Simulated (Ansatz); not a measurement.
BaTe:

```
CELL_PARAMETERS angstrom
4.26247 0.00000 0.00000
0.00000 4.26247 0.00000
0.00000 0.00000 4.26247
ATOMIC_POSITIONS crystal
Ba 0.00000 0.00000 0.00000
Te 0.50000 0.50000 0.50000
```

The cell comes from a database or a generator and needn't be the stable form of this composition.

Base run:

```yaml
Program: Ansatz 0.2.0
Functional: PBEsol
Potentials_or_basis: all-electron LAPW, scalar-relativistic
Cutoff: 111 eV (chosen from the basis error)
Basis_error_allowed: 0.001 eV/atom
k_mesh: 6 × 6 × 6
Occupations: gaussian, width 0.02 eV
Spin: no spin polarisation
```

Its results: band gap on the k mesh 0.81 eV, indirect (least direct gap 0.99 eV); pressure -2.2 GPa.

The run is repeated on the same cell with these changes: functional from PBEsol to RPBE; occupations from gaussian, width 0.02 eV to gaussian, width 0.05 eV. What comes out?

Band gap on the k mesh 0.98 eV, indirect (least direct gap 1.20 eV); pressure 1.0 GPa.

Caveats: spin-orbit coupling is left out, which moves the levels of the heavy elements.

A k mesh can miss the band edges.
